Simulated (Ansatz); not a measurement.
Runs of Ansatz 0.2.0 on Ti. It takes space group Im-3m (No. 229, cubic). Conventional cell: a = 3.282 Å, b = 3.282 Å, c = 3.282 Å, α = 90.00°, β = 90.00°, γ = 90.00°. Around Ti (site symmetry m-3m) lie 8 Ti at 2.84 Å. This isn't the form of Ti at room conditions, which is hcp.

```csv
task,level,cell,k mesh,smearing,points for each segment of the path,mesh quality,gap on the mesh (eV),pressure (GPa)
single point,PBE,as given,11 × 11 × 11,gaussian 0.012 eV,-,not flagged,none,-2.9
single point,PBE,as given,11 × 11 × 11,gaussian 0.028 eV,-,not flagged,none,(a)
band structure,HSE06,as given,6 × 6 × 6,fermi-dirac 0.05 eV,4,coarse,none,-2.2
band structure,revPBE,as given,11 × 11 × 11,fermi-dirac 0.05 eV,14,not flagged,none,-0.2
relaxation of cell and atoms,revPBE+D4,relaxed,11 × 11 × 11,fermi-dirac 0.05 eV,-,not flagged,-,0.0
```

Alike in all rows: potentials or basis Ansatz PAW; no spin polarisation; cutoff (eV) 420.

Problem. Fill in the values left out.

Solution. (a) -2.8.

Caveats: some runs use coarse meshes; the PAW data sets come from PBE, with cores solved anew for the run's functional, which leaves a small shift of forces and pressure (some runs); the thresholds are loose for stress (some runs); the plane-wave basis is chosen anew once the cell has moved, so the energies of steps on either side of that aren't comparable (some runs).

A gap of «none» marks a metal or a gap under the smearing width.
